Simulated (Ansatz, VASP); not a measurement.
InP in VASP and in Ansatz

```
CELL_PARAMETERS angstrom
0.00000 2.98003 2.98003
2.98003 0.00000 2.98003
2.98003 2.98003 0.00000
ATOMIC_POSITIONS crystal
In 0.00000 0.00000 0.00000
P 0.25000 0.25000 0.25000
```

Alike in both runs: task relaxation of cell and atoms; functional PBE; k mesh 10 × 10 × 10; no spin polarisation.

```csv
,VASP,Ansatz
version,VASP 6.6.1,Ansatz 0.2.0
potentials or method,"VASP PAW PBE potentials, release 64 (In_d, P)","scalar-relativistic, plane waves, PAW"
plane-wave cutoff (eV),600,420
occupations,"gaussian, width 0.01 eV",fixed
valence electrons in the cell,18,18
```

|  | VASP | Ansatz | Ansatz less VASP |
| --- | --- | --- | --- |
| gap on the k mesh at the Fermi level, each at its own relaxed structure (eV) | 0.44 | 0.44 | +0.003 |
| relaxed volume (Å³/atom) | 26.45 | 26.45 | +0.001 |
| relaxed cell length with the largest relative difference (Å) | 4.214 | 4.214 | +0.0001 |

Caveats: spin-orbit coupling is left out, which moves the levels of the heavy elements.
